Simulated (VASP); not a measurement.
# CdTe (F-43m) in VASP: further runs

The runs below take CdTe through single point, relaxation of cell and atoms, with BLYP, r2SCAN, LDA, revPBE.

Program: VASP 6.6.1. These are calculated values, not measurements. Logs are shortened: lines on timing, memory, paths and dates and some standing lists are left out, and cuts for length are marked.

**Measured values to compare with.**

A printed reference work, data compilation reports, for a bulk crystal of CdTe at 0 K: band gap 1.607 eV.

The runs below are set against these values where they give the same quantity.

**1. The cell of the first run**

The structure is cubic, space group F-43m (No. 216). The conventional cell has a = 6.763 Å, b = 6.763 Å, c = 6.763 Å, α = 90.00°, β = 90.00°, γ = 90.00°. Te (site symmetry -43m) has 4 Cd at 2.93 Å within 3.9 Å. Within 3.9 Å of Cd (site symmetry -43m) lie 4 Te at 2.93 Å.

**2. Single point, BLYP**

Input file INCAR:

```
AGGAC = 1.0
AGGAX = 1.0
ALDAC = 0.0
ALDAX = 1.0
ALGO = Normal
EDIFF = 1E-6
ENCUT = 500
GGA = B5
GGA_COMPAT = False
ISIF = 2
ISMEAR = -1
LASPH = True
LCHARG = False
LREAL = False
LWAVE = False
NBANDS = 16
NELM = 120
PREC = Accurate
SIGMA = 0.05
```

Input file KPOINTS:

```
k-points
0
Gamma
  7 7 7
```

Input file POSCAR:

```
CdTe
1.0
    0.0000000000      3.3816831279      3.3816831279
    3.3816831279      0.0000000000      3.3816831279
    3.3816831279      3.3816831279      0.0000000000
Te Cd
1 1
Direct
    0.7500000000      0.7500000000      0.7500000000
    0.0000000000      0.0000000000      0.0000000000
```

Potentials or basis: VASP PAW PBE potentials, release 64 (Te, Cd).

The run is started by

```
$ cat potpaw_PBE.64/Te/POTCAR potpaw_PBE.64/Cd/POTCAR > POTCAR
$ mpirun -np 1 vasp_std > vasp.out
```

OUTCAR:

```text
EDIFF = 1E-6
   ENCUT = 500
   GGA = B5
   ISIF = 2
   ISMEAR = -1
   LASPH = True
   LREAL = False
   NELM = 120
   PREC = Accurate

 ion  position               nearest neighbor table
   1  0.750  0.750  0.750-   2 2.93   2 2.93   2 2.93   2 2.93
   2  0.000  0.000  0.000-   1 2.93   1 2.93   1 2.93   1 2.93

  LATTYP: Found a face centered cubic cell.
 ALAT       =     6.7633662558

  Lattice vectors:

 A1 = (   0.0000000000,   3.3816831279,   3.3816831279)
 A2 = (   3.3816831279,   0.0000000000,   3.3816831279)
 A3 = (   3.3816831279,   3.3816831279,   0.0000000000)

Analysis of symmetry for initial positions (statically):
=====================================================================
 Subroutine PRICEL returns:
 Original cell was already a primitive cell.

 Routine SETGRP: Setting up the symmetry group for a
 face centered cubic supercell.

 Subroutine GETGRP returns: Found 24 space group operations
 (whereof 24 operations were pure point group operations)
 out of a pool of 48 trial point group operations.

The static configuration has the point symmetry T_d .

Analysis of symmetry for dynamics (positions and initial velocities):
=====================================================================
 Subroutine PRICEL returns:
 Original cell was already a primitive cell.

 Routine SETGRP: Setting up the symmetry group for a
 face centered cubic supercell.

 Subroutine GETGRP returns: Found 24 space group operations
 (whereof 24 operations were pure point group operations)
 out of a pool of 48 trial point group operations.

The dynamic configuration has the point symmetry T_d .

 Subroutine INISYM returns: Found 24 space group operations
 (whereof 24 operations are pure point group operations),
 and found     1 'primitive' translations

----------------------------------------------------------------------------------------

                                     Primitive cell

  volume of cell :      77.3444

  direct lattice vectors                    reciprocal lattice vectors
     0.000000000  3.381683128  3.381683128    -0.147855367  0.147855367  0.147855367
     3.381683128  0.000000000  3.381683128     0.147855367 -0.147855367  0.147855367
     3.381683128  3.381683128  0.000000000     0.147855367  0.147855367 -0.147855367

  length of vectors
     4.782422143  4.782422143  4.782422143     0.256093008  0.256093008  0.256093008

  position of ions in fractional coordinates (direct lattice)
     0.750000000  0.750000000  0.750000000
     0.000000000  0.000000000  0.000000000

  ion indices of the primitive-cell ions
   primitive index   ion index
                 1           1
                 2           2

----------------------------------------------------------------------------------------

 KPOINTS: k-points

Automatic generation of k-mesh.
 Grid dimensions read from file:
 generate k-points for:    7    7    7

 Generating k-lattice:

  Cartesian coordinates                     Fractional coordinates (reciprocal lattice)
    -0.021122195  0.021122195  0.021122195     0.142857143  0.000000000  0.000000000
     0.021122195 -0.021122195  0.021122195     0.000000000  0.142857143  0.000000000
     0.021122195  0.021122195 -0.021122195     0.000000000  0.000000000  0.142857143

  Length of vectors
     0.036584715  0.036584715  0.036584715

  Shift w.r.t. Gamma in fractional coordinates (k-lattice)
     0.000000000  0.000000000  0.000000000

 Subroutine IBZKPT returns following result:
 ===========================================

 Found     20 irreducible k-points:

 Following reciprocal coordinates:
            Coordinates               Weight
  0.000000  0.000000  0.000000      1.000000
  0.142857  0.000000  0.000000      8.000000
  0.285714  0.000000  0.000000      8.000000
  0.428571  0.000000  0.000000      8.000000
  0.142857  0.142857  0.000000      6.000000
  0.285714  0.142857  0.000000     24.000000
[... 12 lines left out ...]
 -0.428571  0.428571  0.142857     24.000000
 -0.285714  0.428571  0.142857     24.000000
[... 43 lines left out ...]

 val. band max:        1.6700552392   @ k =   0.0000   0.0000   0.0000
 cond. band min:       1.9858827199   @ k =   0.0000   0.0000   0.0000
 fundamental gap:      0.3158274807
 Fermi energy:         1.8669463235

 k-point     1 :       0.0000    0.0000    0.0000
  band No.  band energies     occupation
      1      -8.8773      2.00000
      2      -6.3182      2.00000
      3      -6.3182      2.00000
      4      -6.3182      2.00000
      5      -6.1427      2.00000
      6      -6.1427      2.00000
[... 8 lines left out ...]
     15      10.8931      0.00000
     16      10.8931      0.00000

 k-point     2 :       0.1429    0.0000    0.0000
  band No.  band energies     occupation
      1      -8.8238      2.00000
      2      -6.3087      2.00000
      3      -6.3087      2.00000
      4      -6.2670      2.00000
      5      -6.1432      2.00000
      6      -6.1432      2.00000
[... 8 lines left out ...]
     15      10.2404      0.00000
     16      10.2404      0.00000

 k-point     3 :       0.2857    0.0000    0.0000
  band No.  band energies     occupation
      1      -8.7042      2.00000
      2      -6.2896      2.00000
      3      -6.2896      2.00000
      4      -6.1418      2.00000
      5      -6.1418      2.00000
      6      -6.1102      2.00000
[... 8 lines left out ...]
     15      10.2263      0.00000
     16      10.2263      0.00000

 k-point     4 :       0.4286    0.0000    0.0000
  band No.  band energies     occupation
      1      -8.6106      2.00000
      2      -6.2772      2.00000
      3      -6.2772      2.00000
      4      -6.1375      2.00000
      5      -6.1375      2.00000
      6      -5.9196      2.00000
[... 8 lines left out ...]
     15      11.2731      0.00000
     16      11.2731      0.00000
[... 248 lines left out ...]
 k-point    18 :      -0.4286    0.2857    0.1429
  band No.  band energies     occupation
      1      -8.5548      2.00000
      2      -6.2554      2.00000
      3      -6.2469      2.00000
      4      -6.1570      2.00000
      5      -6.1370      2.00000
      6      -5.8285      2.00000
[... 8 lines left out ...]
     15      11.3466      0.00000
     16      12.4107      0.00000

 k-point    19 :      -0.4286    0.4286    0.1429
  band No.  band energies     occupation
      1      -8.5258      2.00000
      2      -6.2340      2.00000
      3      -6.2289      2.00000
      4      -6.1761      2.00000
      5      -6.1301      2.00000
      6      -5.7884      2.00000
[... 8 lines left out ...]
     15      11.9761      0.00000
     16      12.6698      0.00000

 k-point    20 :      -0.2857    0.4286    0.1429
  band No.  band energies     occupation
      1      -8.5190      2.00000
      2      -6.2420      2.00000
      3      -6.2307      2.00000
      4      -6.1621      2.00000
      5      -6.1385      2.00000
      6      -5.7502      2.00000
[... 8 lines left out ...]
     15      11.5479      0.00000
     16      12.9919      0.00000

------------------------ aborting loop because EDIFF is reached ----------------------------------------

  FORCE on cell =-STRESS in cart. coord.  units (eV):
  Direction    XX          YY          ZZ          XY          YZ          ZX
  --------------------------------------------------------------------------------------
  -------------------------------------------------------------------------------------
  Total        0.0829713      0.0829713      0.0829713      0.0000000     -0.0000000     -0.0000000
  in kB        1.7187385      1.7187385      1.7187385      0.0000000     -0.0000000     -0.0000000
  external PRESSURE =       1.7187385 kB  Pullay stress =       0.0000000 kB

 VOLUME and BASIS-vectors are now :
 -----------------------------------------------------------------------------
  energy-cutoff  :      500.00
  volume of cell :       77.34
      direct lattice vectors                 reciprocal lattice vectors
     0.000000000  3.381683128  3.381683128    -0.147855367  0.147855367  0.147855367
     3.381683128  0.000000000  3.381683128     0.147855367 -0.147855367  0.147855367
     3.381683128  3.381683128  0.000000000     0.147855367  0.147855367 -0.147855367

 POSITION                                       TOTAL-FORCE (eV/Angst)
 -----------------------------------------------------------------------------------
      5.07252      5.07252      5.07252         0.000000      0.000000      0.000000
      0.00000      0.00000      0.00000        -0.000000     -0.000000     -0.000000
 -----------------------------------------------------------------------------------
    total drift:                               -0.000000     -0.000000     -0.000000

  FREE ENERGIE OF THE ION-ELECTRON SYSTEM (eV)
  ---------------------------------------------------
  free  energy   TOTEN  =        -3.8288878687 eV

  energy  without entropy=       -3.8286575580  energy(sigma->0) =       -3.82877271
```

It took 56 s on 1 thread of AMD EPYC 7R13 (Zen 3), shared host; peak memory 0.18 GiB.

Results:

| Quantity | Value |
| --- | --- |
| Free energy | -3.8289 eV |
| Pressure | 0.2 GPa |
| Band gap on the k mesh | 0.32 eV, direct |

Levels at points of the mesh, in eV from the valence-band top:
```
           k point  band 7  band 8  band 9  band 10  band 11  band 12
(0.00, 0.00, 0.00)    0.00    0.00    0.00     0.32     4.67     4.67
```

Caveat: the PAW data sets were made with another functional, which shifts forces and pressure a little; spin-orbit coupling is left out, which moves the levels of the heavy elements.

**3. Single point, r2SCAN**

This run uses another cell than the first one, of 35.22 Å³/atom, 0.911 times its volume.

Input file POSCAR:

```
CdTe
1.0
    0.0000000000      3.2779731820      3.2779731820
    3.2779731820      0.0000000000      3.2779731820
    3.2779731820      3.2779731820      0.0000000000
Te Cd
1 1
Direct
    0.7500000000      0.7500000000      0.7500000000
    0.0000000000      0.0000000000      0.0000000000
```

Input file INCAR.step1:

```
ALGO     = Normal         # electronic algorithm
EDIFF    = 1E-5           # SCF threshold, eV
ENCUT    = 550            # plane-wave cutoff, eV
GGA      = PE             # functional
GGA_COMPAT= False        
ISMEAR   = -1             # smearing method
LASPH    = True           # aspherical terms in the spheres
LCHARG   = False          # write CHGCAR
LREAL    = False          # projectors in reciprocal space
LWAVE    = True           # write WAVECAR
NBANDS   = 16             # bands
NELM     = 120            # most SCF steps
PREC     = Accurate       # precision mode
SIGMA    = 0.05           # smearing width, eV
```

Input file INCAR.step2:

```
ALGO     = Normal         # electronic algorithm
EDIFF    = 1E-6           # SCF threshold, eV
ENCUT    = 550            # plane-wave cutoff, eV
GGA_COMPAT= False        
ISIF     = 2              # what is computed and relaxed
ISMEAR   = -1             # smearing method
ISTART   = 1            
LASPH    = True           # aspherical terms in the spheres
LCHARG   = False          # write CHGCAR
LMIXTAU  = True         
LREAL    = False          # projectors in reciprocal space
LWAVE    = False          # write WAVECAR
METAGGA  = R2SCAN         # meta-GGA
NBANDS   = 16             # bands
NELM     = 120            # most SCF steps
PREC     = Accurate       # precision mode
SIGMA    = 0.05           # smearing width, eV
```

KPOINTS is that of step 2.

Potentials or basis: VASP PAW PBE potentials, release 64 (Te, Cd).

The run is started by

```
$ cat potpaw_PBE.64/Te/POTCAR potpaw_PBE.64/Cd/POTCAR > POTCAR
$ cp INCAR.step1 INCAR
$ mpirun -np 1 vasp_std > vasp.out
$ cp INCAR.step2 INCAR
$ mpirun -np 1 vasp_std > vasp.out
```

Wall time 2.9 min (1 thread of AMD EPYC 7R13 (Zen 3), shared host); peak memory 0.19 GiB.

Results (log left out):

* Free energy: -46.6443 eV
* Pressure: 0.1 GPa
* Band gap on the k mesh: 1.16 eV, direct

Levels at points of the mesh, in eV from the valence-band top:
```
           k point  band 5  band 6  band 7  band 8  band 9  band 10  band 11  band 12  band 13  band 14
(0.00, 0.00, 0.00)   -8.19   -8.19    0.00    0.00    0.00     1.16     5.05     5.05     5.05     7.87
```

Caveat: the PAW data sets were made with another functional, which shifts forces and pressure a little; spin-orbit coupling is left out, which moves the levels of the heavy elements.

**4. Relaxation of cell and atoms, LDA**

This run uses another cell than the first one, of 32.92 Å³/atom, 0.851 times its volume.

Input file INCAR:

```
PREC = Accurate
ENCUT = 500
EDIFF = 1E-7
ISMEAR = -1
SIGMA = 0.05
LREAL = F
LASPH = T
NELM = 120
ALGO = Normal
ISIF = 3
LWAVE = F
LCHARG = F
GGA = CA
IBRION = 2
NSW = 60
EDIFFG = -0.01
GGA_COMPAT = F
NELMIN = 4
```

Input file KPOINTS:

```
regular mesh
0
Gamma
  7 7 7
```

Input file POSCAR:

```
CdTe
1.0
    0.0000000000      3.2050000000      3.2050000000
    3.2050000000      0.0000000000      3.2050000000
    3.2050000000      3.2050000000      0.0000000000
Te Cd
1 1
Direct
    0.7500000000      0.7500000000      0.7500000000
    0.0000000000      0.0000000000      0.0000000000
```

Potentials or basis: VASP PAW LDA potentials, release 64 (Te, Cd).

The run is started by

```
$ cat potpaw_LDA.64/Te/POTCAR potpaw_LDA.64/Cd/POTCAR > POTCAR
$ mpirun -np 1 vasp_std > vasp.out
```

It took 71 s on 1 thread of AMD EPYC 7R13 (Zen 3), shared host; peak memory 0.16 GiB.

It converged, with:

```
Free energy                            : -6.0494 eV
Relaxed volume                         : 33.10 Å³/atom
Relaxed cell                           : a = 4.541 Å, b = 4.541 Å, c = 4.541 Å, α = 60.00°, β = 60.00°, γ = 60.00°
Space group after relaxing (to 0.05 Å) : F-43m (No. 216)
Energy gained by relaxing              : 0.1 meV/atom
Ionic steps                            : 3
Pressure after relaxing                : 0.0 GPa
Band gap on the k mesh                 : 0.64 eV, direct
```

The path:
```
step  energy change (eV)  largest force (eV/Å)  pressure (GPa)  volume (Å³)
   1              0.0000                0.0000            0.24        65.84
   2             -0.0002                0.0000           -0.08        66.31
   3             -0.0003                0.0000           -0.01        66.20
```

Final structure:
```yaml
crystal:
  lattice:
    - [0.00000, 3.21071, 3.21071]
    - [3.21071, 0.00000, 3.21071]
    - [3.21071, 3.21071, 0.00000]
  atoms:
    - { symbol: Te, position: [0.75000, 0.75000, 0.75000] }
    - { symbol: Cd, position: [0.00000, 0.00000, 0.00000] }
```

Levels at points of the mesh, in eV from the valence-band top:
| k point | band 7 | band 8 | band 9 | band 10 | band 11 | band 12 |
| --- | --- | --- | --- | --- | --- | --- |
| (0.00, 0.00, 0.00) | 0.00 | 0.00 | 0.00 | 0.64 | 4.48 | 4.48 |

Caveat: spin-orbit coupling is left out, which moves the levels of the heavy elements.

**5. Relaxation of cell and atoms, revPBE**

This run uses another cell than the first one, of 32.92 Å³/atom, 0.851 times its volume.

Input file INCAR:

```
SYSTEM = CdTe
PREC = Accurate
ENCUT = 500
EDIFF = 1E-7
ISMEAR = -1
SIGMA = 0.05
LREAL = .False.
LASPH = .True.
NELM = 120
ALGO = Normal
ISIF = 3
LWAVE = .False.
LCHARG = .False.
GGA = RE
IBRION = 2
NSW = 60
EDIFFG = -0.01
GGA_COMPAT = .False.
NELMIN = 4
```

Input file KPOINTS:

```
Automatic mesh
0
Gamma
  7 7 7
  0 0 0
```

POSCAR is that of step 4.

Potentials or basis: VASP PAW PBE potentials, release 64 (Te, Cd).

The run is started by

```
$ cat potpaw_PBE.64/Te/POTCAR potpaw_PBE.64/Cd/POTCAR > POTCAR
$ mpirun -np 1 vasp_std > vasp.out
```

Run time: 2.1 min. Hardware: 1 thread of AMD EPYC 7R13 (Zen 3), shared host; peak memory 0.19 GiB.

The run converged. Its results:

| Quantity | Value |
| --- | --- |
| Free energy | -4.2594 eV |
| Relaxed volume | 37.43 Å³/atom |
| Relaxed cell | a = 4.731 Å, b = 4.731 Å, c = 4.731 Å, α = 60.00°, β = 60.00°, γ = 60.00° |
| Space group after relaxing (to 0.05 Å) | F-43m (No. 216) |
| Energy gained by relaxing | 71.1 meV/atom |
| Ionic steps | 3 |
| Pressure after relaxing | 0.0 GPa |
| Band gap on the k mesh | 0.60 eV, direct |

The path:
```
step  energy change (eV)  largest force (eV/Å)  pressure (GPa)  volume (Å³)
   1              0.0000                0.0000            5.66        65.84
   2             -0.1336                0.0000           -1.03        77.55
   3             -0.1423                0.0000            0.03        74.87
```

Final structure:
```
CELL_PARAMETERS angstrom
0.00000 3.34518 3.34518
3.34518 0.00000 3.34518
3.34518 3.34518 0.00000
ATOMIC_POSITIONS crystal
Te 0.75000 0.75000 0.75000
Cd 0.00000 0.00000 0.00000
```

Levels at points of the mesh, in eV from the valence-band top:
```
           k point  band 5  band 6  band 7  band 8  band 9  band 10  band 11  band 12  band 13
(0.00, 0.00, 0.00)   -7.82   -7.82    0.00    0.00    0.00     0.60     4.70     4.70     4.70
```

Caveat: the PAW data sets were made with another functional, which shifts forces and pressure a little; spin-orbit coupling is left out, which moves the levels of the heavy elements; the volume moved by +14 % from the deposited cell, more than functionals usually miss.

**6. Overview**

| task | level | potentials or basis | cell | cutoff (eV) | gap on the mesh (eV) | pressure (GPa) | relaxed volume (Å³/atom) |
| --- | --- | --- | --- | --- | --- | --- | --- |
| single point | BLYP | VASP PAW PBE potentials, release 64 (Te, Cd) | a = 4.782 Å, angles 60.0°, 2 atoms | 500 | 0.32 | 0.2 | - |
| single point | r2SCAN | VASP PAW PBE potentials, release 64 (Te, Cd) | a = 4.636 Å, angles 60.0°, 2 atoms | 550 | 1.16 | 0.1 | - |
| relaxation of cell and atoms | LDA | VASP PAW LDA potentials, release 64 (Te, Cd) | relaxed from a = 4.533 Å, angles 60.0°, 2 atoms | 500 | 0.64 | 0.0 | 33.10 |
| relaxation of cell and atoms | revPBE | VASP PAW PBE potentials, release 64 (Te, Cd) | relaxed from a = 4.533 Å, angles 60.0°, 2 atoms | 500 | 0.60 | 0.0 | 37.43 |

Alike in all rows: no spin polarisation; k mesh 7 × 7 × 7; smearing fermi-dirac 0.05 eV.

Caveats: spin-orbit coupling is left out, which moves the levels of the heavy elements; the PAW data sets were made with another functional, which shifts forces and pressure a little (some runs); the volume moved by +14 % from the deposited cell, more than functionals usually miss (some runs).

Absolute energies hang on the potentials; compare differences alone.

**7. How close it comes**

Step 2. Measured gap of CdTe: 1.607 eV (0 K; a printed reference work, data compilation). This calculation gives 0.32 eV (-1.29 eV). So large a miss can be the level of theory's own, or it may mean another phase, state or a wrong row. Spin-orbit coupling on Cd, Te is left out. The value is that of BLYP, without temperature or zero-point motion. Semilocal functionals fall short of measured gaps as a rule.

Step 3. Measured gap of CdTe: 1.607 eV (0 K; a printed reference work, data compilation). This calculation gives 1.16 eV (-0.45 eV). Spin-orbit coupling on Cd, Te is left out. The value is that of r2SCAN, without temperature or zero-point motion.
